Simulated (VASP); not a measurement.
# ZnS (Wurtzite-2H): single point with PBE exchange alone

**The experiment to reproduce.**

From a printed reference work, monograph, for a bulk crystal of ZnS at 4 K: band gap 3.911 eV (direct).

Crystal: ZnS (Wurtzite-2H).

```xyz
4
Lattice="4.0508 0.0000 0.0000 -2.0254 3.5081 0.0000 0.0000 0.0000 6.6488" Properties=species:S:1:pos:R:3 pbc="T T T"
Zn    2.0254    1.1694    3.3586
Zn    0.0000    2.3387    0.0341
S     2.0254    1.1694    5.8501
S     0.0000    2.3387    2.5256
```

- Program: VASP 6.6.1
- Task: single point
- Functional: PBE exchange alone
- Potentials or basis: VASP PAW PBE potentials, release 64 (Zn, S)
- Cutoff: 520 eV
- k mesh: 8 × 8 × 5
- Occupations: fermi-dirac, width 0.05 eV
- Spin: no spin polarisation

```yaml
Pressure: 0.0 GPa
Band_gap_on_the_k_mesh: 1.39 eV, direct
```

Levels at points of the mesh, in eV from the valence-band top:
| k point | band 14 | band 15 | band 16 | band 17 | band 18 | band 19 | band 20 | band 21 | band 22 | band 23 |
| --- | --- | --- | --- | --- | --- | --- | --- | --- | --- | --- |
| (0.00, 0.00, 0.00) | -0.65 | -0.65 | -0.06 | 0.00 | 0.00 | 1.39 | 2.74 | 6.36 | 6.36 | 6.60 |
| (0.50, 0.00, 0.00) | -3.45 | -2.45 | -1.64 | -1.20 | -0.65 | 3.67 | 3.69 | 5.27 | 6.62 | 6.96 |

It took 28 s on 1 thread of Intel(R) Xeon(R) 6975P-C (Granite Rapids), with other jobs on the host, peak memory 0.22 GiB.

A measured gap of ZnS is 3.911 eV (direct; 4 K; a printed reference work, monograph); the calculated 1.39 eV misses it by -2.52 eV. So large a miss can be the level of theory's own, or it may mean another phase, state or a wrong row. The value is that of PBE exchange alone, without temperature or zero-point motion.
